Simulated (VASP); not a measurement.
## Sn: single point with PBEsol

Crystal: Sn.

```xyz
2
Lattice="-2.9401 2.9401 1.5993 2.9401 -2.9401 1.5993 2.9401 2.9401 -1.5993" Properties=species:S:1:pos:R:3 pbc="T T T"
Sn    0.0000    0.0000    0.0000
Sn    0.0000    2.9401    0.7997
```

```json
{
  "Program": "VASP 6.6.1",
  "Task": "single point",
  "Functional": "PBEsol",
  "Potentials or basis": "VASP PAW PBE potentials, release 64 (Sn_d)",
  "Cutoff": "520 eV",
  "k mesh": "9 × 9 × 9",
  "Occupations": "fermi-dirac, width 0.05 eV",
  "Spin": "no spin polarisation",
  "Ladder": "free",
  "Further INCAR settings": "ALGO = Normal; EDIFF = 1e-07; NBANDS = 21"
}
```

```json
{
  "Pressure": "-1.5 GPa",
  "Band gap on the k mesh": "none (metal or under the smearing width)"
}
```

Stress tensor (GPa, compression positive):
```
-1.39  0.00  0.00
 0.00 -1.39  0.00
 0.00  0.00 -1.77
```

Levels at points of the mesh, in eV from the Fermi level:
| k point | band 10 | band 11 | band 12 | band 13 | band 14 | band 15 | band 16 | band 17 | band 18 | band 19 |
| --- | --- | --- | --- | --- | --- | --- | --- | --- | --- | --- |
| (0.00, 0.00, 0.00) | -21.05 | -11.01 | -3.73 | -1.94 | -1.94 | 2.97 | 6.10 | 6.10 | 6.73 | 6.82 |

Wall time 54 s on 1 thread of Intel(R) Xeon(R) 6975P-C (Granite Rapids) (shared host), peak memory 0.23 GiB.

Caveat: the PAW data sets were made with another functional, which shifts forces and pressure a little.
